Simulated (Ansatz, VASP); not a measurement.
Two plane-wave programs on Zr

File POSCAR:

```
Zr
1.0
    3.2320000000      0.0000000000      0.0000000000
   -1.6160000000      2.7989941050      0.0000000000
    0.0000000000      0.0000000000      5.1470000000
Zr
2
Direct
    0.3333333333      0.6666666667      0.2500000000
    0.6666666667      0.3333333333      0.7500000000
```

The input INCAR.step1:

```
SYSTEM = Zr
ALGO     = Normal         ! electronic algorithm
EDIFF    = 1E-4           ! SCF threshold, eV
ENCUT    = 520            ! plane-wave cutoff, eV
GGA      = PE             ! functional
ISMEAR   = 0              ! smearing method
LASPH    = .True.         ! aspherical terms in the spheres
LCHARG   = .False.        ! write CHGCAR
LREAL    = .False.        ! projectors in reciprocal space
LWAVE    = .True.         ! write WAVECAR
NBANDS   = 19             ! bands
NELM     = 80             ! most SCF steps
PREC     = Accurate       ! precision mode
SIGMA    = 0.1            ! smearing width, eV
```

The input INCAR.step2:

```
SYSTEM = Zr
ALGO     = Normal         ! electronic algorithm
EDIFF    = 1E-6           ! SCF threshold, eV
ENCUT    = 520            ! plane-wave cutoff, eV
ISIF     = 2              ! what is computed and relaxed
ISMEAR   = 0              ! smearing method
ISTART   = 1            
LASPH    = .True.         ! aspherical terms in the spheres
LCHARG   = .False.        ! write CHGCAR
LMIXTAU  = .True.       
LREAL    = .False.        ! projectors in reciprocal space
LWAVE    = .False.        ! write WAVECAR
METAGGA  = R2SCAN         ! meta-GGA
NBANDS   = 19             ! bands
NELM     = 80             ! most SCF steps
PREC     = Accurate       ! precision mode
SIGMA    = 0.1            ! smearing width, eV
```

Contents of KPOINTS:

```
k-points
0
Gamma
  6 6 4
  0 0 0
```

Input for Ansatz:

```yaml
crystal:
  lattice:
    - [3.232, 0.0, 0.0]
    - [-1.616, 2.798994105, 0.0]
    - [0.0, 0.0, 5.147]
  atoms:
    - { symbol: Zr, position: [0.3333333333, 0.6666666667, 0.25] }
    - { symbol: Zr, position: [0.6666666667, 0.3333333333, 0.75] }
basis:
  ecutwfc: 500
kpoints:
  mp_grid: { grid: [6, 6, 4] }
hamiltonian:
  xc: r2scan
scf:
  occupations: { method: gaussian, width: 0.1 }
output:
  forces: true
  stress: true
  eigenvalues: true
```

Alike in both runs: task single point; functional r2SCAN; k mesh 6 × 6 × 4; occupations gaussian, width 0.1 eV; no spin polarisation.

|  | VASP | Ansatz |
| --- | --- | --- |
| version | VASP 6.6.1 | Ansatz 0.2.0 |
| potentials or method | VASP PAW PBE potentials, release 64 (Zr_sv) | scalar-relativistic, plane waves, PAW |
| plane-wave cutoff (eV) | 520 | 500 |
| valence electrons in the cell | 24 | 24 |

|  | VASP | Ansatz | Ansatz less VASP |
| --- | --- | --- | --- |
| gap on the k mesh at the Fermi level (eV) | none | none | - |
| pressure (GPa) | 0.6 | 0.7 | +0.01 |
| largest component of the traceless stress (GPa) | 0.22 | 0.23 | +0.004 |

A gap of «none» marks a metal or a gap that the smearing closes. With one functional, cell and mesh, what is left measures potentials, basis and numerics.

Caveats: the k mesh is coarse (spacing up to 0.37 Å⁻¹), so the values aren't converged; the PAW data sets were made with another functional, which shifts forces and pressure a little (VASP).
